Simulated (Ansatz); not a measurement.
# Si: the order of phases at one pressure

Which of fcc, bcc, hcp, diamond, omega, sc has the lowest enthalpy for Si at one common pressure? The runs shown use LAPW. Companion runs by PAW are cited.

Method: DFT, PBE, all-electron LAPW, scalar-relativistic, in Ansatz 0.2.0.

### 1 The structure to begin with

The structure is cubic, space group Fm-3m (No. 225). The conventional cell has a = 3.717 Å, b = 3.717 Å, c = 3.717 Å, α = 90.00°, β = 90.00°, γ = 90.00°. Si (site symmetry m-3m) is surrounded by 12 Si at 2.63 Å.

Coordinates:

```cif
data_structure
_symmetry_space_group_name_H-M 'Fm-3m'
_symmetry_Int_Tables_number 225
_cell_length_a 3.7171
_cell_length_b 3.7171
_cell_length_c 3.7171
_cell_angle_alpha 90.000
_cell_angle_beta 90.000
_cell_angle_gamma 90.000
_cell_volume 51.36
loop_
_atom_site_label
_atom_site_type_symbol
_atom_site_symmetry_multiplicity
_atom_site_Wyckoff_symbol
_atom_site_fract_x
_atom_site_fract_y
_atom_site_fract_z
_atom_site_occupancy
Si1 Si 4 a 0.00000 0.00000 0.00000 1
```

The file gives the conventional cell by its symmetry; the runs use the cell typed in the input.

### 2 Fcc relaxed under pressure, LAPW

File input.yaml:

```yaml
crystal:
  lattice:
    - [0.0, 1.8585686845, 1.8585686845]
    - [1.8585686845, 0.0, 1.8585686845]
    - [1.8585686845, 1.8585686845, 0.0]
  atoms:
    - { symbol: Si, position: [0.0, 0.0, 0.0] }
kpoints:
  mp_grid: { grid: [17, 17, 17] }
scf:
  occupations: { method: fermi_dirac, width: 0.08 }
hamiltonian:
  xc: pbe
  pseudopotentials: { kind: all_electron, lapw: { basis_error: 0.0005 } }
output:
  forces: true
  stress: true
  eigenvalues: true
relax:
  f_tol: 0.005
  max_steps: 12
  cell: { p_target: 13.0, stress_tol: 0.03 }
```

Command:

```sh
ansatz run input.yaml --threads 1 --pin off --max-ram 3584MiB --backend cpu --events-out ev --progress --plain --runs-dir out
```

The log of the run, cut to the lines that bear on the results:

```text
[...]
LAPW: plane waves up to 7.051 Å⁻¹, error target 5.0e-4 eV per atom; small_component_spin mean_spin; Si in spheres of 1.275 Å, 12 of its electrons in bands, Dirac shells []
[...]
Pseudopotentials: kind: all_electron
Pseudopotential: Si, LAPW, valence charge 12, Koelling and Harmon's equation, gaussian nucleus
Functional definition: PBE
[...]
Crystal: 1 atoms, lattice volume = 12.840 Å³
Basis set: ecut = 189.4323036316809 eV, 65 PW (Γ), exchange–correlation at level 2
Bands: 10, of which v1, the nominal top of the filled ones, is band 6 counted from 1 (5 counted from 0)
Symmetry: 48 space group operations
Space group: Fm-3m (ITA 225), of the structure as read, at distance tolerance 2.3e-5 Å
k-points: 165 of 4913
[...]
SCF iter   1: F=—  HF=-7891.701978 eV  |F-HF|=—  |Δ(HF+E_count)|=         —  Δρ=1.33e-2  dr2=1.11e-2  ethr=9.14e-5  ⟨swp⟩=3.2  Hψ=12645  notcnv=0
[...]
relax step   1: F+E_penalty+E_count = -7891.67709875 eV  Δ(F+E_penalty+E_count) = +0.000e0 eV  max|allowed force component| = 0.000e0 eV/Å  Δτ_max = 0.0000 Å  P = +13.038 GPa  Ω = 12.840 Å³  (5 SCF iters, accepted)
[...]
relax step   2: F+E_penalty+E_count = -7891.67728983 eV  Δ(F+E_penalty+E_count) = -1.911e-4 eV  max|allowed force component| = 0.000e0 eV/Å  Δτ_max = 0.0000 Å  P = +13.012 GPa  Ω = 12.842 Å³  (2 SCF iters, accepted)
[...]
relax step   3: F+E_penalty+E_count = -7891.67728983 eV  Δ(F+E_penalty+E_count) = -2.285e-9 eV  max|allowed force component| = 0.000e0 eV/Å  Δτ_max = 0.0000 Å  P = +13.012 GPa  Ω = 12.842 Å³  stress off target by 1.21e-2 GPa  SCF on the basis re-selected at this cell (its energy is not [...]
SCF converged after 2 iterations
Free energy (F): -7891.677290 eV
[...]
E sigma→0 (E₀):  -7891.672649 eV
Entropy (-TS):   -0.009281 eV (-9.281 meV/atom)
Fermi energy:    14.441915 eV
[...]
--- Forces (eV/Å), atoms counted from 1 ---
  atom   1  Si     0.00000000     0.00000000    -0.00000000
[...]
--- Stress (GPa, compression-positive) ---
       13.012125       0.000000       0.000000
        0.000000      13.012125       0.000000
        0.000000       0.000000      13.012125
  P = ⅓ Tr σ = 13.0121 GPa (130.121 kbar)
--- Band table (eV; the first three rows and the last of 165) ---
  k-point 0: bands = ["-120.4009", "-76.4436", "-76.4436", "-76.4436", "-1.2240", "26.7607", "26.7607", "26.7607", "27.0532", "27.0532"]
[...]
--- Relaxed structure (2 steps of the walk, 2 accepted, 1 SCFs on fresh bases) ---
  F+E_penalty+E_count = -7891.67728983 eV   max|allowed force component| = 0.000e0 eV/Å   (the final SCF, on the basis selected at the relaxed cell)
  cell:  # Å, volume = 12.8424 Å³
    - [0.0, 1.858682087893396, 1.858682087893396]
    - [1.858682087893396, -1.4358723557055018e-35, 1.858682087893396]
    - [1.858682087893396, 1.858682087893396, -1.4358723557055018e-35]
  atoms:
    - { symbol: Si, position: [0.0, 0.0, 0.0] }
```

Run time: 7.7 s. Hardware: 1 thread of Intel Xeon Platinum 8488C (Sapphire Rapids), shared host; peak memory 0.31 GiB.

Step by step:

```csv
step,energy from step 1 (eV/cell),largest force component (eV/Å),pressure (GPa),volume (Å³)
1,0.0000,0.0000,13.04,12.84
2,-0.0002,0.0000,13.01,12.84
3,-0.0002,0.0000,13.01,12.84
```

Step 1 is the start. Step 3 repeats the geometry before on a plane-wave basis chosen anew for that cell, so the energy can jump there without any move; the table keeps such jumps.

| input's cell | before | after | change |
| --- | --- | --- | --- |
| a (Å) | 2.628 | 2.629 | +0.0 % |
| b (Å) | 2.628 | 2.629 | +0.0 % |
| c (Å) | 2.628 | 2.629 | +0.0 % |
| volume (Å³/atom) | 12.84 | 12.84 | +0.0 % |

Result: pressure 13.01 GPa; no gap.

### 3 Bcc relaxed under pressure, LAPW

input.yaml, as its differences from that of step 2:

```diff
@@ -2,5 +2,5 @@
   lattice:
-    - [0.0, 1.8585686845, 1.8585686845]
-    - [1.8585686845, 0.0, 1.8585686845]
-    - [1.8585686845, 1.8585686845, 0.0]
+    - [-1.4857332895, 1.4857332895, 1.4857332895]
+    - [1.4857332895, -1.4857332895, 1.4857332895]
+    - [1.4857332895, 1.4857332895, -1.4857332895]
   atoms:
@@ -8,3 +8,3 @@
 kpoints:
-  mp_grid: { grid: [17, 17, 17] }
+  mp_grid: { grid: [18, 18, 18] }
 scf:
```

Command:

```sh
ansatz run input.yaml --threads 1 --pin off --max-ram 3584MiB --backend cpu --events-out ev --progress --plain --runs-dir out
```

The log of the run, cut to the lines that bear on the results:

```text
[...]
LAPW: plane waves up to 7.288 Å⁻¹, error target 5.0e-4 eV per atom; small_component_spin mean_spin; Si in spheres of 1.248 Å, 12 of its electrons in bands, Dirac shells []
[...]
[... 3 set-up lines as earlier in the session ...]
[...]
Crystal: 1 atoms, lattice volume = 13.118 Å³
Basis set: ecut = 202.34003369043128 eV, 79 PW (Γ), exchange–correlation at level 2
Bands: 10, of which v1, the nominal top of the filled ones, is band 6 counted from 1 (5 counted from 0)
[... 1 set-up line as earlier in the session ...]
Space group: Im-3m (ITA 229), of the structure as read, at distance tolerance 2.4e-5 Å
k-points: 195 of 5832
[...]
SCF iter   1: F=—  HF=-7891.713130 eV  |F-HF|=—  |Δ(HF+E_count)|=         —  Δρ=1.29e-2  dr2=9.25e-3  ethr=7.65e-5  ⟨swp⟩=3.3  Hψ=15105  notcnv=0
[...]
--- Forces (eV/Å), atoms counted from 1 ---
  atom   1  Si     0.00000000    -0.00000000     0.00000000
[...]
--- Stress (GPa, compression-positive) ---
       13.008076       0.000000       0.000000
        0.000000      13.008076       0.000000
        0.000000       0.000000      13.008076
  P = ⅓ Tr σ = 13.0081 GPa (130.081 kbar)
--- Band table (eV; the first three rows and the last of 195) ---
  k-point 0: bands = ["-120.7121", "-76.7532", "-76.7532", "-76.7532", "-1.3612", "26.7696", "26.7696", "26.7696", "26.8978", "26.8978"]
[...]
--- Relaxed structure (2 steps of the walk, 2 accepted, 1 SCFs on fresh bases) ---
  F+E_penalty+E_count = -7891.69465804 eV   max|allowed force component| = 0.000e0 eV/Å   (the final SCF, on the basis selected at the relaxed cell)
  cell:  # Å, volume = 13.1209 Å³
    - [-1.4858242879103856, 1.4858242879103856, 1.4858242879103856]
    - [1.4858242879103856, -1.4858242879103856, 1.4858242879103856]
    - [1.4858242879103856, 1.4858242879103856, -1.4858242879103856]
  atoms:
    - { symbol: Si, position: [0.0, 0.0, 0.0] }
```

It took 12 s on 1 thread of Intel Xeon Platinum 8488C (Sapphire Rapids), shared host; peak memory 0.31 GiB.

Step by step:

```csv
step,energy from step 1 (eV/cell),largest force component (eV/Å),pressure (GPa),volume (Å³)
1,0.0000,0.0000,13.03,13.12
2,-0.0002,0.0000,13.01,13.12
3,-0.0002,0.0000,13.01,13.12
```

Step 1 is the start. Step 3 repeats the geometry before on a plane-wave basis chosen anew for that cell, so the energy can jump there without any move; the table keeps such jumps.

| input's cell | before | after | change |
| --- | --- | --- | --- |
| a (Å) | 2.573 | 2.574 | +0.0 % |
| b (Å) | 2.573 | 2.574 | +0.0 % |
| c (Å) | 2.573 | 2.574 | +0.0 % |
| volume (Å³/atom) | 13.12 | 13.12 | +0.0 % |

In short: pressure 13.01 GPa; no gap.

### 4 Hcp relaxed under pressure, LAPW

File input.yaml:

```yaml
crystal:
  lattice:
    - [2.58994626, 0.0, 0.0]
    - [-1.29497313, 2.2429592556, 0.0]
    - [0.0, 0.0, 4.4005428516]
  atoms:
    - { symbol: Si, position: [0.3333333333, 0.6666666667, 0.25] }
    - { symbol: Si, position: [0.6666666667, 0.3333333333, 0.75] }
kpoints:
  mp_grid: { grid: [16, 16, 9] }
scf:
  occupations: { method: fermi_dirac, width: 0.08 }
hamiltonian:
  xc: pbe
  pseudopotentials: { kind: all_electron, lapw: { basis_error: 0.0005 } }
output:
  forces: true
  stress: true
  eigenvalues: true
relax:
  f_tol: 0.005
  max_steps: 12
  cell: { p_target: 13.0, stress_tol: 0.03 }
```

Command:

```sh
ansatz run input.yaml --threads 1 --pin off --max-ram 3584MiB --backend cpu --events-out ev --progress --plain --runs-dir out
```

The log of the run, cut to the lines that bear on the results:

```text
[...]
LAPW: plane waves up to 7.215 Å⁻¹, error target 5.0e-4 eV per atom; small_component_spin mean_spin; Si in spheres of 1.256 Å, 12 of its electrons in bands, Dirac shells []
[...]
[... 3 set-up lines as earlier in the session ...]
[...]
Crystal: 2 atoms, lattice volume = 25.563 Å³
Basis set: ecut = 198.35968794910795 eV, 149 PW (Γ), exchange–correlation at level 2
Bands: 16, of which v1, the nominal top of the filled ones, is band 12 counted from 1 (11 counted from 0)
Symmetry: 24 space group operations
Space group: P63/mmc (ITA 194), of the structure as read, at distance tolerance 2.9e-5 Å
k-points: 150 of 2304
[...]
SCF iter   1: F=—  HF=-15783.468722 eV  |F-HF|=—  |Δ(HF+E_count)|=         —  Δρ=1.41e-2  dr2=2.43e-2  ethr=1.01e-4  ⟨swp⟩=3.1  Hψ=17674  notcnv=0
[...]
--- Stress (GPa, compression-positive) ---
       13.007700       0.000000       0.000000
        0.000000      13.007700       0.000000
        0.000000       0.000000      13.023791
  P = ⅓ Tr σ = 13.0131 GPa (130.131 kbar)
--- Band table (eV; the first three rows and the last of 150) ---
  k-point 0: bands = ["-120.3217", "-120.3200", "-76.3782", "-76.3658", "-76.3632", "-76.3632", "-76.3614", "-76.3614", "-1.1970", "5.8699", "6.4867", "24.3246", "24.3246", "25.3406", "25.3406", "25.6602"]
[...]
--- Relaxed structure (2 steps of the walk, 2 accepted, 1 SCFs on fresh bases) ---
  F+E_penalty+E_count = -15783.42117046 eV   max|allowed force component| = 3.701e-17 eV/Å   (the final SCF, on the basis selected at the relaxed cell)
  cell:  # Å, volume = 25.5691 Å³
    - [2.590068381357255, 0.0, 0.0]
    - [-1.2950341906786276, 2.243065015794224, 0.0]
    - [0.0, 0.0, 4.401103534581882]
  atoms:
    - { symbol: Si, position: [0.3333333333333333, 0.6666666666666666, 0.24999999999999994] }
    - { symbol: Si, position: [0.6666666666666666, 0.3333333333333333, 0.7499999999999999] }
```

Run time: 16 s. Hardware: 1 thread of Intel Xeon Platinum 8488C (Sapphire Rapids), shared host; peak memory 0.39 GiB.

The steps of the relaxation:

```csv
step,energy from step 1 (eV/cell),largest force component (eV/Å),pressure (GPa),volume (Å³)
1,0.0000,0.0000,13.04,25.56
2,-0.0005,0.0000,13.01,25.57
3,-0.0005,0.0000,13.01,25.57
```

Step 1 is the start. Step 3 repeats the geometry before on a plane-wave basis chosen anew for that cell, so the energy can jump there without any move; the table keeps such jumps.

| input's cell | before | after | change |
| --- | --- | --- | --- |
| a (Å) | 2.590 | 2.590 | +0.0 % |
| b (Å) | 2.590 | 2.590 | +0.0 % |
| c (Å) | 4.401 | 4.401 | +0.0 % |
| volume (Å³/atom) | 12.78 | 12.78 | +0.0 % |

Result: pressure 13.01 GPa; no gap.

[end of part 1 of 2]
